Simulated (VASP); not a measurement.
# Pd (R-3m) in VASP: further runs

The runs below take Pd through single point, relaxation of cell and atoms, with PBEsol.

All numbers are computed with VASP 6.6.1; they aren't measurements. Logs are shortened: lines on timing, memory, paths and dates and some standing lists are left out, and cuts for length are marked.

## 1. The structure

The structure is trigonal, space group R-3m (No. 166). The conventional cell has a = 4.391 Å, b = 4.391 Å, c = 2.623 Å, α = 90.00°, β = 90.00°, γ = 120.00°. Around Pd (site symmetry -3m) lie 8 Pd at 2.62 to 2.68 Å.

The cell was built by a generator and needn't be a form met in nature.

## 2. Single point, PBEsol

INCAR reads:

```
ALGO = Fast ; EDIFF = 1E-7
ENCUT = 520 ; GGA = PS
ISIF = 2 ; ISMEAR = 0
LASPH = T ; LCHARG = F
LREAL = F ; LWAVE = F
NBANDS = 22 ; NELM = 100
PREC = Accurate ; SIGMA = 0.1
```

KPOINTS reads:

```
k-points
0
Gamma
  6 6 4
```

POSCAR reads:

```
Pd
1.0
    4.3914571502      0.0000000000      0.0000000000
   -2.1957285751      3.8031134517      0.0000000000
    0.0000000000      0.0000000000      2.6225235078
Pd
3
Direct
    0.3333279148      0.0000000000      0.3333333333
    0.0000000000      0.3333279148      0.6666666667
    0.6666720852      0.6666720852      0.0000000000
```

Potentials or basis: VASP PAW PBE potentials, release 64 (Pd).

Started as:

```bash
> cat potpaw_PBE.64/Pd/POTCAR > POTCAR
> mpirun -np 1 vasp_std > vasp.out
```

OUTCAR:

```text
EDIFF = 1E-7
   ENCUT = 520
   GGA = PS
   ISIF = 2
   ISMEAR = 0
   LASPH = T
   LREAL = F
   NELM = 100
   PREC = Accurate

 ion  position               nearest neighbor table
   1  0.333  0.000  0.333-   3 2.68   2 2.68   3 2.68   3 2.68   2 2.68   2 2.68   2 3.08   3 3.08
                             2 3.08   2 3.08   3 3.08   3 3.08
   2  0.000  0.333  0.667-   3 2.68   1 2.68   3 2.68   3 2.68   1 2.68   1 2.68   1 3.08   3 3.08
                             1 3.08   1 3.08   3 3.08   3 3.08
   3  0.667  0.667  0.000-   2 2.68   1 2.68   1 2.68   2 2.68   1 2.68   2 2.68   2 3.08   1 3.08
                             1 3.08   1 3.08   2 3.08   2 3.08

  LATTYP: Found a hexagonal cell.
 ALAT       =     4.3914571502
 C/A-ratio  =     0.5971875435

  Lattice vectors:

 A1 = (   4.3914571502,   0.0000000000,   0.0000000000)
 A2 = (  -2.1957285751,   3.8031134517,   0.0000000000)
 A3 = (   0.0000000000,   0.0000000000,   2.6225235078)

Analysis of symmetry for initial positions (statically):
=====================================================================
 Subroutine PRICEL returns:
 Original cell was already a primitive cell.

 Routine SETGRP: Setting up the symmetry group for a
 hexagonal supercell.

 Subroutine GETGRP returns: Found  6 space group operations
 (whereof  2 operations were pure point group operations)
 out of a pool of 24 trial point group operations.

The static configuration has the point symmetry C_2 .
 The point group associated with its full space group is D_3 .

Analysis of symmetry for dynamics (positions and initial velocities):
=====================================================================
 Subroutine PRICEL returns:
 Original cell was already a primitive cell.

 Routine SETGRP: Setting up the symmetry group for a
 hexagonal supercell.

 Subroutine GETGRP returns: Found  6 space group operations
 (whereof  2 operations were pure point group operations)
 out of a pool of 24 trial point group operations.

The dynamic configuration has the point symmetry C_2 .
 The point group associated with its full space group is D_3 .

 Subroutine INISYM returns: Found  6 space group operations
 (whereof  2 operations are pure point group operations),
 and found     1 'primitive' translations

----------------------------------------------------------------------------------------

                                     Primitive cell
[... 91 lines left out ...]
   NELM   =    100;   NELMIN=  2; NELMDL= -5     # of ELM steps
   EDIFF  = 0.1E-06   stopping-criterion for ELM
   LREAL  =      F    real-space projection
   EDIFFG = 0.1E-05   stopping-criterion for IOM
   NSW    =      0    number of steps for IOM
   IBRION =     -1    ionic relax: 0-MD 1-quasi-New 2-CG
   NFREE  =      0    steps in history (QN), initial steepest desc. (CG)
   ISIF   =      2    stress and relaxation
   ISYM   =      2    0-nonsym 1-usesym 2-fastsym
   POTIM  = 0.5000    time-step for ionic-motion
   TEBEG  =    0.0;   TEEND  =   0.0 temperature during run
   PSTRESS=    0.0 pullay stress
   NELECT =      30.0000    total number of electrons
   NUPDOWN=      -1.0000    fix difference up-down
   EMIN   =  10.00;   EMAX   =-10.00  energy-range for DOS
   EFERMI =   0.00;   METHOD = LEGACY
   ISMEAR =     0;   SIGMA  =   0.10  broadening in eV -4-tet -1-fermi 0-gaus
   EFERMI_NEDOS =   21; number of points for ismear=-14 and -15
   IALGO  =     68    algorithm
   IMIX   =      4    mixing-type and parameters
     AMIX     =   0.40;   BMIX     =  1.00
     AMIX_MAG =   1.60;   BMIX_MAG =  1.00
  volume/ion in A,a.u.               =      14.60        98.52
  Fermi-wavevector in a.u.,A,eV,Ry     =   1.443088  2.727041 28.334172  2.082503
  Thomas-Fermi vector in A             =   2.561535
   LORBIT       =      0    0 simple, 1 ext, 2 COOP (PROOUT), +10 PAW based schemes
   GGA     = PS    functional components
   LHFCALC =     F    Hartree Fock is set to
   AEXX    =    0.0000 exact exchange contribution
   IVDW    =     0    specifies the selected vdW correction
   LEPSILON=     F    determine dielectric tensor
   LRPA    =     F    only Hartree local field effects (RPA)
 non-spin polarized calculation
 RMM-DIIS sequential band-by-band and
 Gauss-broadening in eV      SIGMA  =   0.10
  energy-cutoff  :      520.00
  volume of cell :       43.80
 maximum number of plane-waves:      1190
 NGX is ok and might be reduce to    36

 number of electron      30.0000007 magnetization

 Free energy of the ion-electron system (eV)
  ---------------------------------------------------
  ext. energy  EPLUGINS =         0.00000000
  ---------------------------------------------------
  free energy    TOTEN  =       -17.91860819 eV

  energy without entropy =      -17.90164879  energy(sigma->0) =      -17.91012849

 E-fermi :   9.8153     XC(G=0): -13.4382

 val. band max:        9.7003455049   @ k =  -0.1667   0.5000   0.2500
 cond. band min:       9.8216433662   @ k =   0.1667   0.1667   0.2500
 fundamental gap:      0.1212978612
 Fermi energy:         9.8153024474

 k-point     1 :       0.0000    0.0000    0.0000
  band No.  band energies     occupation
      1       2.4825      2.00000
      2       5.1863      2.00000
      3       5.1863      2.00000
      4       6.4818      2.00000
      5       6.4818      2.00000
      6       6.4818      2.00000
[... 589 lines left out ...]
     21      18.0021      0.00000
     22      25.0521      0.00000

------------------------ aborting loop because EDIFF is reached ----------------------------------------

  FORCE on cell =-STRESS in cart. coord.  units (eV):
  Direction    XX          YY          ZZ          XY          YZ          ZX
  --------------------------------------------------------------------------------------
  -------------------------------------------------------------------------------------
  Total       -0.0828872     -0.0828872     -0.1005952      0.0000000      0.0000000      0.0000000
  in kB       -3.0320090     -3.0320090     -3.6797670      0.0000000      0.0000000      0.0000000
  external PRESSURE =      -3.2479283 kB  Pullay stress =       0.0000000 kB

 VOLUME and BASIS-vectors are now :
 -----------------------------------------------------------------------------
  energy-cutoff  :      520.00
  volume of cell :       43.80
      direct lattice vectors                 reciprocal lattice vectors
     4.391457150  0.000000000  0.000000000     0.227714849  0.131471229  0.000000000
    -2.195728575  3.803113452  0.000000000     0.000000000  0.262942458  0.000000000
     0.000000000  0.000000000  2.622523508     0.000000000  0.000000000  0.381312121

 POSITION                                       TOTAL-FORCE (eV/Angst)
 -----------------------------------------------------------------------------------
      1.46380      0.00000      0.87417         0.000349     -0.000000     -0.000000
     -0.73190      1.26768      1.74835        -0.000174      0.000302      0.000000
      1.46383      2.53543      0.00000        -0.000174     -0.000302      0.000000
 -----------------------------------------------------------------------------------
    total drift:                                0.000000     -0.000000      0.000000

  FREE ENERGIE OF THE ION-ELECTRON SYSTEM (eV)
  ---------------------------------------------------
  free  energy   TOTEN  =       -17.9186081898 eV

  energy  without entropy=      -17.9016487878  energy(sigma->0) =      -17.91012849
```

OSZICAR:

```text
N       E                     dE             d eps       ncg     rms          rms(c)
DAV:   1     0.183833230508E+03    0.18383E+03   -0.15733E+04  1056   0.136E+03
DAV:   2    -0.151934584473E+02   -0.19903E+03   -0.18685E+03  1116   0.305E+02
DAV:   3    -0.190009435993E+02   -0.38075E+01   -0.37770E+01  1194   0.469E+01
DAV:   4    -0.190285549898E+02   -0.27611E-01   -0.27607E-01  1206   0.380E+00
DAV:   5    -0.190289743179E+02   -0.41933E-03   -0.41933E-03  1212   0.536E-01    0.145E+01
RMM:   6    -0.179712152629E+02    0.10578E+01   -0.25287E+00  1056   0.119E+01    0.646E+00
RMM:   7    -0.179307436455E+02    0.40472E-01   -0.90609E-02  1082   0.201E+00    0.318E+00
RMM:   8    -0.179188643832E+02    0.11879E-01   -0.12519E-02  1097   0.908E-01    0.301E-01
RMM:   9    -0.179185968005E+02    0.26758E-03   -0.20918E-03  1148   0.340E-01    0.104E-01
RMM:  10    -0.179185979340E+02   -0.11335E-05   -0.33030E-04  1178   0.122E-01    0.283E-02
RMM:  11    -0.179186074166E+02   -0.94827E-05   -0.89254E-05  1198   0.510E-02    0.302E-02
RMM:  12    -0.179186068764E+02    0.54025E-06   -0.22416E-05  1124   0.333E-02    0.889E-03
RMM:  13    -0.179186080899E+02   -0.12136E-05   -0.61797E-06  1088   0.122E-02    0.436E-03
RMM:  14    -0.179186081898E+02   -0.99845E-07   -0.58943E-07   859   0.440E-03
   1 F= -.17918608E+02 E0= -.17910128E+02  d E =-.169594E-01
```

stdout:

```text
POSCAR found type information on POSCAR Pd
 POSCAR found :  1 types and       3 ions
 scaLAPACK will be used
 -----------------------------------------------------------------------------
|                                                                             |
|                                                                             |
|     You enforced a specific xc type in the INCAR file but a different       |
|     I HOPE YOU KNOW WHAT YOU ARE DOING!                                     |
|                                                                             |
 -----------------------------------------------------------------------------

 LDA part: xc-table for (Slater+PW92), standard interpolation
 POSCAR, INCAR and KPOINTS ok, starting setup
 FFT: planning ... GRIDC
 FFT: planning ... GRID_SOFT
 FFT: planning ... GRID
 WAVECAR not read
 entering main loop
```

Wall time 14 s (1 thread of AMD EPYC 9R45 (Zen 5), shared host); peak memory 0.13 GiB.

What came out:

| Property | Result |
| --- | --- |
| Free energy | -17.9186 eV |
| Pressure | -0.3 GPa |
| Band gap on the k mesh | none (metal or under the smearing width) |

Caveat: the k mesh is coarse (spacing up to 0.60 Å⁻¹), so the values aren't converged; the PAW data sets were made with another functional, which shifts forces and pressure a little.

## 3. Relaxation of cell and atoms, PBEsol

This run uses another cell than the first one, of 15.33 Å³/atom, 1.050 times its volume.

INCAR reads:

```
ALGO     = Fast           # electronic algorithm
EDIFF    = 1E-6           # SCF threshold, eV
EDIFFG   = -0.04          # ionic threshold
ENCUT    = 600            # plane-wave cutoff, eV
GGA      = PS             # functional
IBRION   = 2              # ionic algorithm
ISIF     = 3              # what is computed and relaxed
ISMEAR   = 0              # smearing method
LASPH    = T              # aspherical terms in the spheres
LCHARG   = F              # write CHGCAR
LREAL    = F              # projectors in reciprocal space
LWAVE    = F              # write WAVECAR
NELM     = 100            # most SCF steps
NSW      = 90             # ionic steps
PREC     = Accurate       # precision mode
SIGMA    = 0.1            # smearing width, eV
```

KPOINTS is that of step 2.

POSCAR reads:

```
Pd
1.0
    3.6038394014      0.0000000000      0.0000000000
   -1.8019197007      3.1210164728      0.0000000000
    0.0000000000      0.0000000000      4.0886764389
Pd
3
Direct
    0.2254000000      0.0000000000      0.3333333333
    0.0000000000      0.2254000000      0.6666666667
    0.7746000000      0.7746000000      0.0000000000
```

Potentials or basis: VASP PAW PBE potentials, release 64 (Pd).

Started as:

```bash
> cat potpaw_PBE.64/Pd/POTCAR > POTCAR
> mpirun -np 1 vasp_std > vasp.out
```

Run time: 3.1 min. Hardware: 1 thread of AMD EPYC 9R45 (Zen 5), shared host; peak memory 0.16 GiB.

The run converged. Its results:

```
Free energy                            : -16.1229 eV
Relaxed volume                         : 16.78 Å³/atom
Relaxed cell                           : a = 3.621 Å, b = 3.621 Å, c = 4.434 Å, α = 90.00°, β = 90.00°, γ = 120.00°
Space group after relaxing (to 0.05 Å) : Pm-3m (No. 221)
Energy gained by relaxing              : 2681.1 meV/atom
Ionic steps                            : 16
Pressure after relaxing                : 0.0 GPa
Largest force after relaxing           : 0.013 eV/Å
Band gap on the k mesh                 : none (metal or under the smearing width)
```

Forces in eV/Å, atoms in the order of the input:
```
Pd   0.013  0.000  0.000
Pd  -0.006  0.011  0.000
Pd  -0.006 -0.011  0.000
```

Stress tensor (GPa, compression positive):
```
 0.08  0.00  0.00
 0.00  0.08  0.00
 0.00  0.00 -0.13
```

Step by step:
```tsv
step	energy change (eV)	largest force (eV/Å)	pressure (GPa)	volume (Å³)
1	0.0000	17.1666	86.45	45.99
2	-1.2770	0.1687	-11.10	123.30
3	-2.1272	0.2276	-12.55	111.42
4	-2.8983	0.2587	-14.32	101.76
5	-6.2195	0.0200	-19.82	70.47
6	-7.5477	0.9436	-11.69	57.43
7	-7.4924	2.2541	-2.72	53.92
8	-7.5734	1.3094	-9.15	56.19
9	-7.5733	1.3938	-8.61	55.95
10	-7.9411	0.9843	2.79	49.91
11	-7.9460	0.9074	5.11	49.15
12	-8.0426	0.0429	0.63	50.14
13	-8.0431	0.0120	0.37	50.23
14	-8.0431	0.0062	0.41	50.21
15	-8.0432	0.0250	-0.27	50.44
16	-8.0433	0.0130	0.01	50.34
```

Final structure:
```
CELL_PARAMETERS angstrom
3.62070 0.00000 0.00000
-1.81035 3.13562 0.00000
0.00000 0.00000 4.43408
ATOMIC_POSITIONS crystal
Pd 0.33288 0.00000 0.33333
Pd 0.00000 0.33288 0.66667
Pd 0.66712 0.66712 0.00000
```

Levels at points of the mesh, in eV from the Fermi level:
| k point | band 11 | band 12 | band 13 | band 14 | band 15 | band 16 | band 17 | band 18 | band 19 |
| --- | --- | --- | --- | --- | --- | --- | --- | --- | --- |
| (0.00, 0.00, 0.00) | -0.81 | -0.81 | -0.80 | 0.04 | 0.04 | 0.05 | 4.14 | 4.14 | 12.78 |
| (0.50, 0.00, 0.00) | -1.34 | -1.33 | -0.81 | -0.81 | 0.32 | 0.33 | 1.25 | 5.56 | 5.57 |
| (0.00, 0.00, 0.50) | -0.89 | -0.89 | -0.89 | -0.66 | -0.66 | 1.35 | 1.35 | 10.98 | 11.51 |
| (0.50, 0.00, 0.50) | -1.66 | -1.65 | -0.93 | -0.93 | 0.20 | 0.20 | 2.05 | 2.06 | 5.13 |

Caveat: the k mesh is coarse (spacing up to 0.38 Å⁻¹), so the values aren't converged; the PAW data sets were made with another functional, which shifts forces and pressure a little.

## 4. Single point, PBEsol

This run uses another cell than the first one: it holds 1 atom, not 3.

INCAR reads:

```
SYSTEM = Pd
PREC = Accurate
ENCUT = 520
EDIFF = 1E-7
ISMEAR = 0
SIGMA = 0.1
LREAL = .FALSE.
LASPH = .TRUE.
NELM = 100
ALGO = Fast
ISIF = 2
LWAVE = .FALSE.
LCHARG = .FALSE.
GGA = PS
NBANDS = 11
```

KPOINTS reads:

```
regular mesh
0
G
  8 8 8
  0 0 0
```

POSCAR reads:

```
Pd
1.0
   -1.5432746588      1.5432746588      1.5432746588
    1.5432746588     -1.5432746588      1.5432746588
    1.5432746588      1.5432746588     -1.5432746588
Pd
1
Direct
    0.0000000000      0.0000000000      0.0000000000
```

Started as:

```bash
> cat potpaw_PBE.64/Pd/POTCAR > POTCAR
> mpirun -np 1 vasp_std > vasp.out
```

Wall time 3.1 s (1 thread of AMD EPYC 9R45 (Zen 5), shared host); peak memory 0.09 GiB.

The run converged. Its results:

| Item | Value |
| --- | --- |
| Free energy | -5.8865 eV |
| Pressure | -0.4 GPa |
| Band gap on the k mesh | none (metal or under the smearing width) |

Levels at points of the mesh, in eV from the Fermi level:
| k point | band 2 | band 3 | band 4 | band 5 | band 6 | band 7 | band 8 | band 9 |
| --- | --- | --- | --- | --- | --- | --- | --- | --- |
| (0.00, 0.00, 0.00) | -2.96 | -2.96 | -2.96 | -0.92 | -0.92 | 19.36 | 19.36 | 19.36 |
| (0.50, 0.00, 0.00) | -4.18 | -1.00 | -0.68 | 0.66 | 1.33 | 7.97 | 15.12 | 17.86 |
| (0.50, 0.50, 0.50) | -5.27 | 0.26 | 0.26 | 0.26 | 9.19 | 9.19 | 9.19 | 17.76 |

Caveat: the PAW data sets were made with another functional, which shifts forces and pressure a little.

## 5. The runs side by side

```csv
task,cell,k mesh,cutoff (eV),mesh quality,gap on the mesh (eV),pressure (GPa)
single point,"R-3m, 14.6 Å³/atom",6 × 6 × 4,520,coarse,none,-0.3
relaxation of cell and atoms,relaxed,6 × 6 × 4,600,coarse,none,0.0
single point,"Im-3m, 14.7 Å³/atom",8 × 8 × 8,520,not flagged,none,-0.4
```

Alike in all rows: level PBEsol; potentials or basis VASP PAW PBE potentials, release 64 (Pd); no spin polarisation; smearing gaussian 0.1 eV.

Caveats: some runs use coarse meshes; the PAW data sets were made with another functional, which shifts forces and pressure a little.

Total energies depend on the potentials used, so only differences within one code and one set of settings carry meaning.
